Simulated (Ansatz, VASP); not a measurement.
# Two plane-wave programs on Al

POSCAR

```
Al
1.0
    2.8124553515      0.0000000000      0.0000000000
   -1.4062276757      2.4356577814      0.0000000000
    0.0000000000      0.0000000000      4.8668500000
Al
2
Direct
    0.3333333333      0.6666666667      0.2500000000
    0.6666666667      0.3333333333      0.7500000000
```

The input INCAR.step1:

```
SYSTEM = Al
ALGO = Normal ; EDIFF = 1E-4
ENCUT = 520 ; GGA = PE
ISMEAR = -1 ; LASPH = .True.
LCHARG = .False. ; LREAL = .False.
LWAVE = .True. ; NBANDS = 10
NELM = 100 ; PREC = Accurate
SIGMA = 0.05
```

File INCAR.step2:

```
SYSTEM = Al
ALGO = Normal ; EDIFF = 1E-6
ENCUT = 520 ; ISIF = 2
ISMEAR = -1 ; ISTART = 1
LASPH = .True. ; LCHARG = .False.
LMIXTAU = .True. ; LREAL = .False.
LWAVE = .False. ; METAGGA = R2SCAN
NBANDS = 10 ; NELM = 100
PREC = Accurate ; SIGMA = 0.05
```

Contents of KPOINTS:

```
k-points
0
Gamma
  11 11 6
  0 0 0
```

The input input.yaml:

```yaml
crystal:
  lattice:
    - [2.8124553515, 0.0, 0.0]
    - [-1.4062276757, 2.4356577814, 0.0]
    - [0.0, 0.0, 4.86685]
  atoms:
    - { symbol: Al, position: [0.3333333333, 0.6666666667, 0.25] }
    - { symbol: Al, position: [0.6666666667, 0.3333333333, 0.75] }
hamiltonian:
  xc: r2scan
  pseudopotentials: { kind: paw }
kpoints:
  mp_grid: { grid: [11, 11, 6] }
scf:
  occupations: { method: fermi_dirac, width: 0.05 }
output:
  forces: true
  stress: true
  eigenvalues: true
```

This isn't the form of Al at room conditions, which is fcc.

Alike in both runs: task single point; functional r2SCAN; k mesh 11 × 11 × 6; occupations fermi-dirac, width 0.05 eV; no spin polarisation.

```csv
,VASP,Ansatz
version,VASP 6.6.1,Ansatz 0.2.0
potentials or method,"VASP PAW PBE potentials, release 64 (Al)",Ansatz PAW
plane-wave cutoff (eV),520,500
valence electrons in the cell,6,6
```

|  | VASP | Ansatz | Ansatz less VASP |
| --- | --- | --- | --- |
| gap on the k mesh at the Fermi level (eV) | none | none | - |
| pressure (GPa) | -3.1 | -2.8 | +0.29 |
| largest component of the traceless stress (GPa) | 3.74 | 3.76 | +0.019 |

A gap of «none» marks a metal or a gap that the smearing closes. The functional is the same, so the differences come from potentials, cutoffs and numerics.

Caveats: the PAW data sets were made with another functional, which shifts forces and pressure a little (VASP); the PAW data sets come from PBE, with cores solved anew for the run's functional, which leaves a small shift of forces and pressure (Ansatz).
